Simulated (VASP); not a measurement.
Write the native input for VASP 6.6.1 that does the following.

* Task: single point
* Functional: PBE
* Dispersion: D3(BJ)
* Potentials or basis: VASP PAW PBE potentials, release 64 (Sb)
* Cutoff: 520 eV
* k mesh: 9 × 9 × 1
* Occupations: gaussian, width 0.02 eV
* Spin: no spin polarisation
* Dipole correction: yes
* Further INCAR settings: ALGO = Normal; EDIFF = 1e-06; NBANDS = 12

The structure of Sb lies in POSCAR:

```
Sb
1.0
    4.0779308102      0.0000000000      0.0000000000
   -2.0389654051      3.5315916765      0.0000000000
    0.0000000000      0.0000000000     28.0000000000
Sb
2
Direct
    0.3333333333      0.6666666667      0.5293639124
    0.6666666667      0.3333333333      0.4706360876
```

The cell was built by a generator and needn't be a form met in nature.

The input as run:

INCAR

```
  PREC = Accurate
  ENCUT = 520
  EDIFF = 1E-6
  ISMEAR = 0
  SIGMA = 0.02
  LREAL = F
  LASPH = T
  NELM = 100
  ALGO = Normal
  ISIF = 2
  LWAVE = F
  LCHARG = F
  LDIPOL = T
  IDIPOL = 3
  DIPOL = 0.5 0.5 0.500
  GGA = PE
  IVDW = 12
  NBANDS = 12
```

KPOINTS

```
regular mesh
0
Gamma
  9 9 1
```

Potentials or basis: VASP PAW PBE potentials, release 64 (Sb).

Launch:

```bash
$ cat potpaw_PBE.64/Sb/POTCAR > POTCAR
$ mpirun -np 1 vasp_std > vasp.out
```

It gave:

The largest force is 0.108 eV/Å and the band gap on the k mesh is 1.22 eV, indirect (least direct gap 1.63 eV). The dispersion energy per atom is -0.236 eV.

Caveat: spin-orbit coupling is left out, which moves the levels of the heavy elements.

Wall time 79 s on 1 thread of Intel(R) Xeon(R) Platinum 8488C (Sapphire Rapids), with other jobs on the host, peak memory 0.44 GiB.
